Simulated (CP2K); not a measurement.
CaO in CP2K: the effect of dispersion

The system is CaO.

```
CELL_PARAMETERS angstrom
3.39914 0.00000 0.00000
1.69957 2.94374 0.00000
1.69957 0.98125 2.77539
ATOMIC_POSITIONS crystal
Ca 0.00000 0.00000 0.00000
O 0.50000 0.50000 0.50000
```

The cell is a database's computed one.

Alike in all runs:

| Property | Result |
| --- | --- |
| Program | CP2K 2026.2 |
| Task | single point |
| Functional | r2SCAN |
| Potentials or basis | POTENTIAL_UZH Ca GTH-SCAN-q10, O GTH-SCAN-q6; TZVP-MOLOPT-SCAN-GTH basis |
| Density cutoff | 11565 eV |
| k mesh | 10 × 10 × 10 |
| Occupations | fermi-dirac, width 0.05 eV |
| Spin | no spin polarisation |

| dispersion | pressure (GPa) |
| --- | --- |
| none | ? |
| D3(BJ) | -1.7 |
| D4 | -0.9 |
| rVV10 | -1.2 |
| D3(BJ)+ATM | -1.4 |

**Question.** What does the run with dispersion none give?

**Answer.** Pressure -0.1 GPa.

Caveats: the basis of atomic orbitals isn't converged, which shifts pressures, moduli and gaps.
